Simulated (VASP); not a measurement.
Set up this calculation in VASP 6.6.1, as the native input.

```yaml
Task: single point
Functional: PBE
Potentials_or_basis: VASP PAW PBE potentials, release 64 (Ba_sv)
Cutoff: 520 eV
k_mesh: 7 × 7 × 1
Occupations: fermi-dirac, width 0.05 eV
Spin: no spin polarisation
Dipole_correction: yes
Further_INCAR_settings: ALGO = Normal; EDIFF = 1e-07; NBANDS = 22
```

The structure of Ba lies in POSCAR:

```
Ba
1.0
    4.5716786896      0.0000000000      0.0000000000
   -2.2858393448      3.9591898831      0.0000000000
    0.0000000000      0.0000000000     22.4655200383
Ba
3
Direct
    0.6666666667      0.3333333333      0.3338449316
    0.3333333333      0.6666666667      0.5000000000
    0.0000000000      0.0000000000      0.6661550684
```

The slab is cut from a database's or a generator's crystal, which needn't be the stable form of the element.

The cell isn't the ideal one: the (1 1 1) slab of Ba, cut from the database cell, not relaxed.

The input as run:

INCAR

```
  PREC = Accurate
  ENCUT = 520
  EDIFF = 1E-7
  ISMEAR = -1
  SIGMA = 0.05
  LREAL = False
  LASPH = True
  NELM = 60
  ALGO = Normal
  ISIF = 2
  LWAVE = False
  LCHARG = True
  LDIPOL = True
  IDIPOL = 3
  DIPOL = 0.5 0.5 0.500
  GGA = PE
  LELF = True
  LVHAR = True
  LVACPOTAV = True
  NBANDS = 22
```

KPOINTS

```
regular mesh
0
Gamma
  7 7 1
```

Potentials or basis: VASP PAW PBE potentials, release 64 (Ba_sv).

The run is started by

```bash
$ cat potpaw_PBE.64/Ba_sv/POTCAR > POTCAR
$ mpirun -np 1 vasp_std > vasp.out
```

Results of the run:

```json
{"Largest force": "0.089 eV/Å", "Band gap on the k mesh": "none (metal or under the smearing width)", "Work function of the upper face": "2.38 eV", "Work function of the lower face": "2.38 eV"}
```

Wall time 110 s on 1 thread of Intel(R) Xeon(R) Platinum 8488C (Sapphire Rapids), on a shared host, peak memory 0.48 GiB.
